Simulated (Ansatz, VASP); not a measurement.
# CdSe: VASP beside Ansatz

Aim: how closely do two programs agree when they are given the same cell, functional and k mesh? Of the first pair: The cell is taken from a series of runs on this material, whose earlier steps may have relaxed, scaled, displaced or heated it; both programs get it as it stands.

Calculated with Ansatz 0.2.0; plane waves, with VASP 6.6.1 beside it; relaxation of cell and atoms at PBEsol and single point at PBEsol.

## (1) The starting structure

Symmetry: P6_3mc, No. 186, hexagonal system. Conventional cell: a = 4.302 Å, b = 4.302 Å, c = 7.022 Å, α = 90.00°, β = 90.00°, γ = 120.00°. Nearest to Cd lie 4 Se at 2.63 to 2.64 Å. Nearest to Se lie 4 Cd at 2.63 to 2.64 Å. Farther neighbours and most contacts between anions are not listed.

## (2) VASP: relaxation of cell and atoms, PBEsol

The relaxed volume is the usual yardstick between codes: in a stiff, nearly cubic crystal its relative difference is about their pressure difference at one cell divided by the bulk modulus.

Lines of VASP's logs that name or quote its potential files are left out, and so is its time.

The input, INCAR:

```
SYSTEM = CdSe
PREC = Accurate
ENCUT = 500
EDIFF = 1E-07
NELM = 120
ISMEAR = -1
SIGMA = 0.02
LREAL = .FALSE.
ALGO = Normal
GGA = PS
NBANDS = 24
LORBIT = 11
LWAVE = .FALSE.
LCHARG = .FALSE.
ISIF = 3
IBRION = 2
NSW = 80
EDIFFG = -0.005
LASPH = .TRUE.
GGA_COMPAT = .FALSE.
NELMIN = 4
EFERMI = MIDGAP
KPAR = 2
```

The input, POSCAR:

```
CdSe
1.0
    4.3019960463      0.0000000000      0.0000000000
   -2.1509980231      3.7256378630      0.0000000000
    0.0000000000      0.0000000000      7.0215174833
Cd Se
2 2
Direct
    0.3333333333      0.6666666667      0.0001280917
    0.6666666667      0.3333333333      0.5001280917
    0.6666666667      0.3333333333      0.1244482083
    0.3333333333      0.6666666667      0.6244482083
```

The input, KPOINTS:

```
Automatic mesh
0
Gamma
8 8 4
0 0 0
```

PAW data sets: Cd and Se (PBE family, release 64).

Command:

```sh
mpirun -np 2 vasp_std
```

Numbers of over 12 decimals in the logs are rounded to 6 here.

Log:

```text
[banner, memory and clock lines left out]
running    2 mpi-ranks, on    1 nodes
 distrk:  each k-point on    1 cores,    2 groups
 distr:  one band on    1 cores,    1 groups

 POSCAR found type information on POSCAR CdSe
 POSCAR found :  2 types and       4 ions
|                                                                             |
|               ----> ADVICE to this user running VASP <----                  |
|                                                                             |
|     You enforced a specific xc type in the INCAR file but a different       |
|     [... a line on the potential file left out ...]
|     I HOPE YOU KNOW WHAT YOU ARE DOING!                                     |
|                                                                             |

 LDA part: xc-table for (Slater+PW92), standard interpolation
 POSCAR, INCAR and KPOINTS ok, starting setup
 FFT: planning ... GRIDC
 FFT: planning ... GRID_SOFT
 FFT: planning ... GRID
 WAVECAR not read
 entering main loop
       N       E                     dE             d eps       ncg     rms          rms(c)
DAV:   1     0.233802532665E+03    0.23380E+03   -0.16914E+04  1440   0.131E+03
DAV:   2    -0.136507328393E+01   -0.23517E+03   -0.22853E+03  1640   0.324E+02
DAV:   3    -0.130269886277E+02   -0.11662E+02   -0.11624E+02  1768   0.731E+01
DAV:   4    -0.131099402913E+02   -0.82952E-01   -0.82935E-01  1600   0.607E+00
DAV:   5    -0.131105447694E+02   -0.60448E-03   -0.60446E-03  1792   0.471E-01    0.843E+00
DAV:   6    -0.123914730219E+02    0.71907E+00   -0.15334E+00  1896   0.131E+01    0.672E+00
DAV:   7    -0.123553396203E+02    0.36133E-01   -0.51727E-01  1640   0.390E+00    0.283E+00
DAV:   8    -0.123515252902E+02    0.38143E-02   -0.58545E-02  1576   0.263E+00    0.353E-01
DAV:   9    -0.123508878261E+02    0.63746E-03   -0.83171E-03  1712   0.114E+00    0.108E-01
DAV:  10    -0.123509209686E+02   -0.33143E-04   -0.78231E-04  1608   0.311E-01    0.623E-02
DAV:  11    -0.123509865006E+02   -0.65532E-04   -0.19103E-04  1576   0.996E-02    0.245E-02
DAV:  12    -0.123509694503E+02    0.17050E-04   -0.81786E-05  1800   0.985E-02    0.843E-03
DAV:  13    -0.123509723700E+02   -0.29197E-05   -0.13974E-05  1600   0.184E-02    0.886E-03
DAV:  14    -0.123509712536E+02    0.11164E-05   -0.31850E-06  1752   0.139E-02    0.348E-03
DAV:  15    -0.123509713528E+02   -0.99201E-07   -0.33277E-07  1520   0.350E-03
   1 F= -.12350971E+02 E0= -.12350971E+02  d E =-.123510E+02
 curvature:   0.00 expect dE= 0.000E+00 dE for cont linesearch  0.000E+00
 trial: gam= 0.00000 g(F)=  0.481E-07 g(S)=  0.199E-02 ort = 0.000E+00 (trialstep = 0.100E+01)
 search vector abs. value=  0.199E-02
 bond charge predicted
       N       E                     dE             d eps       ncg     rms          rms(c)
DAV:   1    -0.123757049767E+02   -0.24734E-01   -0.51581E-01  1560   0.731E+00    0.115E+00
DAV:   2    -0.123542493769E+02    0.21456E-01   -0.56844E-02  1536   0.289E+00    0.392E-01
DAV:   3    -0.123520508414E+02    0.21985E-02   -0.56872E-03  1544   0.620E-01    0.345E-01
DAV:   4    -0.123516724029E+02    0.37844E-03   -0.53599E-04  1472   0.141E-01    0.564E-02
DAV:   5    -0.123516313257E+02    0.41077E-04   -0.16575E-04  1792   0.146E-01    0.194E-02
DAV:   6    -0.123516316842E+02   -0.35849E-06   -0.19079E-05  1504   0.373E-02    0.581E-03
DAV:   7    -0.123516319091E+02   -0.22494E-06   -0.54368E-07  1784   0.451E-03    0.170E-03
DAV:   8    -0.123516319712E+02   -0.62139E-07   -0.87409E-08  1072   0.286E-03
   2 F= -.12351632E+02 E0= -.12351632E+02  d E =-.660618E-03
 trial-energy change:   -0.000661  1 .order   -0.000669   -0.001988    0.000650
 step:   0.7499(harm=  0.7535)  dis= 0.00002  next Energy=   -12.351713 (dE=-0.742E-03)
 bond charge predicted
       N       E                     dE             d eps       ncg     rms          rms(c)
DAV:   1    -0.123532242554E+02   -0.15923E-02   -0.32207E-02  1560   0.182E+00    0.283E-01
DAV:   2    -0.123518652236E+02    0.13590E-02   -0.36358E-03  1536   0.731E-01    0.949E-02
DAV:   3    -0.123517315642E+02    0.13366E-03   -0.36546E-04  1560   0.155E-01    0.832E-02
DAV:   4    -0.123517157363E+02    0.15828E-04   -0.32904E-05  1472   0.375E-02    0.128E-02
DAV:   5    -0.123517144554E+02    0.12809E-05   -0.10858E-05  1760   0.376E-02    0.563E-03
DAV:   6    -0.123517149075E+02   -0.45207E-06   -0.12473E-06  1544   0.960E-03    0.155E-03
DAV:   7    -0.123517148751E+02    0.32420E-07   -0.30965E-08   816   0.112E-03
   3 F= -.12351715E+02 E0= -.12351715E+02  d E =-.743522E-03
 curvature:  -0.38 expect dE=-0.205E-07 dE for cont linesearch -0.586E-08
 trial: gam=-0.00277 g(F)=  0.858E-09 g(S)=  0.537E-07 ort = 0.556E-05 (trialstep = 0.950E+00)
 search vector abs. value=  0.391E-07
 reached required accuracy - stopping structural energy minimisation
```

Parts of OUTCAR (step 2):

```text
ion  position               nearest neighbor table
   1  0.333  0.667  0.000-   3 2.63   3 2.63   3 2.63   4 2.64
   2  0.667  0.333  0.500-   4 2.63   4 2.63   4 2.63   3 2.64
   3  0.667  0.333  0.124-   1 2.63   1 2.63   1 2.63   2 2.64
   4  0.333  0.667  0.624-   2 2.63   2 2.63   2 2.63   1 2.64

  LATTYP: Found a hexagonal cell.
 ALAT       =     4.3019960463
 C/A-ratio  =     1.6321534022

 Subroutine GETGRP returns: Found 12 space group operations
 (whereof  6 operations were pure point group operations)

The static configuration has the point symmetry C_3v.
 The point group associated with its full space group is C_6v.

 Found     30 irreducible k-points:

   k-points           NKPTS =     30   k-points in BZ     NKDIM =     30   number of bands    NBANDS=     24

   dimension x,y,z NGX =    32 NGY =   32 NGZ =   54
   dimension x,y,z NGXF=    64 NGYF=   64 NGZF=  108

   ENCUT  =  500.0 eV  36.75 Ry    6.06 a.u.   7.84  7.84 12.80*2*pi/ulx,y,z

   NELECT =      36.0000    total number of electrons

 k-points in reciprocal lattice and weights: Automatic mesh
   0.00000000  0.00000000  0.00000000       0.004
   0.12500000  0.00000000  0.00000000       0.023
   0.25000000  0.00000000  0.00000000       0.023
   0.37500000  0.00000000  0.00000000       0.023
   0.50000000  0.00000000  0.00000000       0.012
   0.12500000  0.12500000  0.00000000       0.023
   0.25000000  0.12500000  0.00000000       0.047
   0.37500000  0.12500000  0.00000000       0.047
   0.25000000  0.25000000  0.00000000       0.023
[...]
0.25000000  0.25000000  0.50000000       0.023
   0.37500000  0.25000000  0.50000000       0.023

 average (electrostatic) potential at core
       1 -39.9274       2 -39.9274       3 -56.4632       4 -56.4632

 E-fermi :   1.0362

 k-point     1 :       0.0000    0.0000    0.0000
  band No.  band energies     occupation
    ...
     14      -0.0007      2.00000
     15      -0.0007      2.00000
     16       0.7145      2.00000
     17       0.7655      2.00000
     18       0.7655      2.00000
     19       1.2919      0.00001
     20       2.8582      0.00000
     21       6.5438      0.00000
     22       6.5438      0.00000
     23       6.8215      0.00000
    ...

 k-point     2 :       0.1250    0.0000    0.0000
  band No.  band energies     occupation
    ...
     14      -0.6828      2.00000
     15      -0.2791      2.00000
     16      -0.1949      2.00000
     17       0.5995      2.00000
     18       0.6523      2.00000
     19       2.2931      0.00000
     20       3.5185      0.00000
     21       6.0768      0.00000
     22       6.7743      0.00000
     23       6.9932      0.00000
    ...

 k-point     3 :       0.2500    0.0000    0.0000
  band No.  band energies     occupation
    ...
     14      -1.7711      2.00000
     15      -1.3990      2.00000
     16      -0.6039      2.00000
     17       0.2432      2.00000
     18       0.3776      2.00000
     19       3.2547      0.00000
     20       4.1490      0.00000
     21       5.8143      0.00000
     22       6.5733      0.00000
     23       7.1256      0.00000
    ...

  Total       -0.0000877     -0.0000877      0.0021061     -0.0000000      0.0000000      0.0000000
  in kB       -0.0012404     -0.0012404      0.0297937     -0.0000000      0.0000000      0.0000000
  external PRESSURE =       0.0091043 kB  Pullay stress =       0.0000000 kB

  energy-cutoff  :      500.00
  volume of cell :      113.26
      direct lattice vectors                 reciprocal lattice vectors
     4.311037840  0.000000000  0.000000000     0.231962705  0.133923730 -0.000000000
    -2.155518920  3.733468286  0.000000000    -0.000000000  0.267847461  0.000000000
     0.000000000  0.000000000  7.036663245     0.000000000  0.000000000  0.142112812

 POSITION                                       TOTAL-FORCE (eV/Angst)
 -----------------------------------------------------------------------------------
     -0.00000      2.48898      0.00088         0.000000      0.000000      0.000067
      2.15552      1.24449      3.51921         0.000000     -0.000000      0.000067
      2.15552      1.24449      0.87572         0.000000      0.000000     -0.000067
     -0.00000      2.48898      4.39405        -0.000000     -0.000000     -0.000067
 -----------------------------------------------------------------------------------
    total drift:                               -0.000000      0.000000      0.000343

  FREE ENERGIE OF THE ION-ELECTRON SYSTEM (eV)
  ---------------------------------------------------
  free  energy   TOTEN  =       -12.3517148751 eV

  energy  without entropy=      -12.3517148626  energy(sigma->0) =      -12.35171487

 reached required accuracy - stopping structural energy minimisation

 total charge
# of ion       s       p       d       tot
------------------------------------------
    1        0.446   0.314   9.550  10.310
    2        0.446   0.314   9.550  10.310
    3        1.445   2.375   0.022   3.843
    4        1.445   2.375   0.022   3.843
--------------------------------------------------
tot          3.784   5.378  19.145  28.307

[... 3 further parts left out ...]
```

## (3) Ansatz: relaxation of cell and atoms, PBEsol

Ansatz runs on its PAW soft_1 files.

The same cell, functional, mesh and smearing now go to Ansatz.

The input, input.yaml:

```yaml
crystal:
  lattice:
    - [4.3019960463, 0.0, 0.0]
    - [-2.1509980231, 3.725637863, 0.0]
    - [0.0, 0.0, 7.0215174833]
  atoms:
    - { symbol: Cd, position: [0.3333333333, 0.6666666667, 0.0001280917] }
    - { symbol: Cd, position: [0.6666666667, 0.3333333333, 0.5001280917] }
    - { symbol: Se, position: [0.6666666667, 0.3333333333, 0.1244482083] }
    - { symbol: Se, position: [0.3333333333, 0.6666666667, 0.6244482083] }
kpoints:
  mp_grid: { grid: [8, 8, 4] }
scf:
  occupations: { method: fermi_dirac, width: 0.02 }
hamiltonian:
  xc: pbesol
  pseudopotentials: { kind: paw, azcp: { folder: soft_1 }, xc_functional: pbe }
basis:
  ecutwfc: 600
output:
  forces: true
  stress: true
relax:
  f_tol: 0.005
  max_steps: 70
  cell: { stress_tol: 0.02, p_target: 0 }
```

Command:

```sh
ansatz run input.yaml --threads 4 --pin off --max-ram 10240MiB --backend cpu --events-out ev --progress --plain --runs-dir out
```

Log:

```text
Engine: ansatz 0.2.0, aarch64-unknown-linux-gnu
Pseudopotentials: kind: paw
Pseudopotential: Cd, paw, valence charge 20, recommended cutoff 420 eV (normal), soft_1/Cd.paw.azcp
Pseudopotential: Se, paw, valence charge 16, recommended cutoff 420 eV (normal), soft_1/Se.paw.azcp
Functional definition: PBEsol
  exchange = pbesol_x
  correlation = pbesol_c
Crystal: 4 atoms, lattice volume = 112.539 Å³
Basis set: ecut = 600 eV, 3791 PW (Γ), exchange–correlation on 72×72×120 points (8 copies of the dense FFT grid, shifted against one another)
Bands: 44, of which v1, the nominal top of the filled ones, is band 36 counted from 1 (35 counted from 0)
Symmetry: 12 space group operations
Space group: P63mc (ITA 186), of the structure as read, at distance tolerance 4.8e-5 Å
k-points: 30 of 256 (time reversal used)
Non-local potential: Cd, projectors of the file, l = 0: 3, l = 1: 2, l = 2: 2, l = 3: 1
Non-local potential: Se, projectors of the file, l = 0: 2, l = 1: 2, l = 2: 3, l = 3: 1
PAW form: soft (Blöchl's): semilocal exchange-correlation on the pseudo side does not see the compensation charge
PAW frozen core: Cd, regenerated for the run's functional, and the local potential with it (the file was generated under x = pbe(κ = 0.804, μ = 0.219515), c = pbe(β = 0.066725))
PAW frozen core: Se, regenerated for the run's functional, and the local potential with it (the file was generated under x = pbe(κ = 0.804, μ = 0.219515), c = pbe(β = 0.066725))
PAW one-centre angular grid: Cd, 590 points (default); XC on 64 Gauss nodes
PAW one-centre angular grid: Se, 590 points (default); XC on 64 Gauss nodes
Initial density: superposition of atomic densities (chi_scale 0.1, normalization cell, long waves kept (reshape's long-wave potential 0.00 eV rms))
Initial wavefunctions: pseudopotential atomic-orbital guess
Functional: x = pbesol(κ = 0.804, μ = 0.123457), c = pbesol(β = 0.046)
SCF iter   1: F=—  HF=-27220.042139 eV  |F-HF|=—  |Δ(HF+E_count)|=         —  Δρ=4.91e-2  dr2=2.76e0  ethr=3.10e-3  ⟨swp⟩=6.4  Hψ=4872  notcnv=0
preconditioner: auto → Resta (q_TF=auto, 2.533 Å⁻¹)  ε∞=3.7  [insulator: Δε(μ)=0.230 eV  Ē_g=12.762 eV  σ=0.020 eV  W_gap=0.99  n_scr=34 (ndim 8)  ℏωp=21.0 eV  f_vac=0.163  D(μ)=0.00/eV (n_scr^D=0)  ε∞_Penn≈3.7]
SCF iter   2: F=—  HF=-27219.084403 eV  |F-HF|=—  |Δ(HF+E_count)|=   9.58e-1  Δρ=1.83e-2  dr2=2.79e-1  ethr=3.10e-3  ⟨swp⟩=2.8  Hψ=2270  notcnv=0  defer=90
SCF iter   3: F=—  HF=-27218.979714 eV  |F-HF|=—  |Δ(HF+E_count)|=   1.05e-1  Δρ=7.79e-3  dr2=4.55e-2  ethr=3.87e-4  ⟨swp⟩=3.1  Hψ=2421  notcnv=0  defer=90
SCF iter   4: F=—  HF=-27218.968817 eV  |F-HF|=—  |Δ(HF+E_count)|=   1.09e-2  Δρ=1.11e-3  dr2=2.96e-3  ethr=6.32e-5  ⟨swp⟩=2.4  Hψ=2373  notcnv=0  defer=90
SCF iter   5: F=—  HF=-27218.969201 eV  |F-HF|=—  |Δ(HF+E_count)|=   3.84e-4  Δρ=5.51e-4  dr2=4.06e-4  ethr=4.11e-6  ⟨swp⟩=2.0  Hψ=2220  notcnv=0  defer=90
SCF iter   6: F=—  HF=-27218.969366 eV  |F-HF|=—  |Δ(HF+E_count)|=   1.66e-4  Δρ=2.23e-4  dr2=9.10e-5  ethr=5.64e-7  ⟨swp⟩=2.0  Hψ=2096  notcnv=0  defer=90
SCF iter   7: F=—  HF=-27218.969457 eV  |F-HF|=—  |Δ(HF+E_count)|=   9.10e-5  Δρ=4.38e-5  dr2=3.22e-6  ethr=1.26e-7  ⟨swp⟩=2.0  Hψ=1793  notcnv=0  defer=90
SCF iter   8: F=—  HF=-27218.969466 eV  |F-HF|=—  |Δ(HF+E_count)|=   8.83e-6  Δρ=9.11e-6  dr2=1.25e-7  ethr=4.47e-9  ⟨swp⟩=2.0  Hψ=2070  notcnv=0  defer=90
SCF iter   9: F=-27218.969466 eV  HF=-27218.969466 eV  |F-HF|=1.01e-8  |Δ(HF+E_count)|=   3.72e-7  Δρ=1.67e-6  dr2=5.28e-9  ethr=1.39e-10  ⟨swp⟩=4.4  Hψ=4093  notcnv=0
SCF 1 converged in 9 iterations: F = -27218.969466 eV  dr2 = 5.28e-9
  greatest PAW one-centre occupation: 1.000 electrons in one spin orbital (limit 2), on the Cd atom at site 1 (counted from 0), in its partial waves of l = 0
relax step   1: F+E_penalty+E_count = -27218.96946641 eV  Δ(F+E_penalty+E_count) = +0.000e0 eV  max|allowed force component| = 6.141e-4 eV/Å  Δτ_max = 0.0000 Å  P = -0.002 GPa  Ω = 112.539 Å³  (9 SCF iters, dr2 threshold 1.00e-7 eV, accepted)
Initial density: handed on by an earlier stage of this run
Initial wavefunctions: pseudopotential atomic-orbital guess (no wavefunctions were taken with the density)
iter 1 solved again at ethr=1.25e-7 eV; its pass at ethr=3.10e-3 eV (dr2=9.03e-5 eV) is discarded
SCF iter   1: F=—  HF=-27218.969506 eV  |F-HF|=—  |Δ(HF+E_count)|=         —  Δρ=1.68e-6  dr2=5.32e-9  ethr=1.25e-7  ⟨swp⟩=3.0  Hψ=8352  notcnv=0
eigensolver tolerance schedule: the retry pair's looser diagonalisation over-reported the residual by 16955.51 of it (diagonalisation noise at 2.18 of the residual, at the tolerance the schedule requests for it); recorded, not acted on — ethr = c·dr2/N_el stays at c = 1.0e-1
preconditioner: auto → Resta (q_TF=auto, 2.533 Å⁻¹)  ε∞=4.0  [insulator: Δε(μ)=0.538 eV  Ē_g=12.046 eV  σ=0.020 eV  W_gap=1.00  n_scr=34 (ndim 8)  ℏωp=21.0 eV  f_vac=0.196  D(μ)=0.00/eV (n_scr^D=0)  ε∞_Penn≈4.0]
SCF iter   2: F=—  HF=-27218.969466 eV  |F-HF|=—  |Δ(HF+E_count)|=   4.01e-5  Δρ=1.21e-6  dr2=2.84e-9  ethr=7.39e-12  ⟨swp⟩=2.3  Hψ=2417  notcnv=0
SCF iter   3: F=—  HF=-27218.969466 eV  |F-HF|=—  |Δ(HF+E_count)|=   6.08e-9  Δρ=4.13e-7  dr2=1.86e-10  ethr=3.95e-12  ⟨swp⟩=2.0  Hψ=1858  notcnv=0
SCF iter   4: F=—  HF=-27218.969466 eV  |F-HF|=—  |Δ(HF+E_count)|=  8.37e-11  Δρ=1.17e-7  dr2=1.15e-11  ethr=1.00e-12  ⟨swp⟩=2.7  Hψ=2144  notcnv=0
SCF iter   5: F=-27218.969466 eV  HF=-27218.969466 eV  |F-HF|=7.28e-12  |Δ(HF+E_count)|=  3.64e-12  Δρ=2.88e-8  dr2=1.51e-12  ethr=1.00e-12  ⟨swp⟩=5.0  Hψ=4313  notcnv=0
SCF 2 converged in 5 iterations: F = -27218.969466 eV  dr2 = 1.51e-12
  greatest PAW one-centre occupation: 1.000 electrons in one spin orbital (limit 2), on the Cd atom at site 0 (counted from 0), in its partial waves of l = 0
relax step   2: F+E_penalty+E_count = -27218.96946641 eV  Δ(F+E_penalty+E_count) = -1.557e-9 eV  max|allowed force component| = 6.106e-4 eV/Å  Δτ_max = 0.0000 Å  P = -0.002 GPa  Ω = 112.539 Å³  stress off target by 2.98e-3 GPa  SCF on the basis re-selected at this cell (its energy is not comparable with the rows above)  (5 SCF iters)
basis re-selected at this cell: Δ(F+E_penalty+E_count) = -1.557e-9 eV, ΔP = +0.000 GPa vs the last step (what re-selecting the basis moved, of the pressure what is left beyond the Pulay correction that the steps carried, after the strain that the cell walked since its last selection, with what the two solves' SCF thresholds leave and, on support functions, any second-order correction that the steps lacked; it is no m [...]
SCF converged after 5 iterations
Free energy (F): -27218.969466 eV
Harris-Foulkes:  -27218.969466 eV  (|F-HF|=7.28e-12)
Internal energy: -27218.969466 eV  (E = F + TS)
E sigma→0 (E₀):  -27218.969466 eV
Fermi energy:    7.438875 eV
--- Per-component energies (eV) ---
  E_band       = -1802.902475
  E_kinetic    = 1102.914555
  E_local      = -13278.689791  (includes V_loc(G=0)·N_el)
  E_nonlocal   = -459.068296
  E_hartree    = 6447.990762
  E_xc         = -479.874901
  E_vxc        = -571.693007  (∫ρ·V_xc dr)
  E_paw        = -12232.253589  (= ΣΔE_a)
  E_vpaw       = -1492.347254  (= ΣTr[D̂ρ^β])
  E_aug_tail   = -0.000153  (compensation charges beyond the density's cutoff)
  E_ewald      = -8322.688880
  E_core_change = 2.700825  (= ΣΔE_core)
  E_smearing   = -0.000000  (= −TS)
  E_closure    = -0.000000  (closes the sum)
  Σ components = -27218.969466   (vs F -27218.969466, Δ=0.00e0)
--- Forces (eV/Å), atoms counted from 1 ---
  atom   1  Cd     0.00000000    -0.00000000     0.00061062
  atom   2  Cd     0.00000000     0.00000000     0.00061062
  atom   3  Se     0.00000000     0.00000000    -0.00061053
  atom   4  Se    -0.00000000     0.00000000    -0.00061053
  max |Σ_I F_I| component: 1.86e-7 eV/Å
--- Stress (GPa, compression-positive) ---
       -0.002976       0.000000       0.000000
        0.000000      -0.002976       0.000000
        0.000000       0.000000      -0.000208
  P = ⅓ Tr σ = -0.0021 GPa (-0.021 kbar)
--- Relaxed structure (1 steps of the walk, 1 accepted, 1 SCFs on fresh bases) ---
  F+E_penalty+E_count = -27218.96946641 eV   max|allowed force component| = 6.106e-4 eV/Å   (the final SCF, on the basis selected at the relaxed cell)
  cell:  # Å, volume = 112.5386 Å³
    - [4.301996, -2.8867412452344873e-11, 0.0]
    - [-2.150998, 3.725638, 0.0]
    - [0.0, 0.0, 7.0215174833]
  atoms:
    - { symbol: Cd, position: [0.333333, 0.666667, 0.000128092] }
    - { symbol: Cd, position: [0.666667, 0.333333, 0.500128] }
    - { symbol: Se, position: [0.666667, 0.333333, 0.124448] }
    - { symbol: Se, position: [0.333333, 0.666667, 0.624448] }
```

[end of part 1 of 2]

[Lines on the potential files, build, host, timing and source positions are cut from VASP's logs without a mark.]

[Logs are printed without paths, hosts, clocks, repeated set-up lines and the standing remarks that a program may print on its own settings, such as how far it seeks lower states.]

[Hosts, paths, dates, database ids (printed as entryN), source tags and the programs' standing remarks are cut or masked in the printed files.]
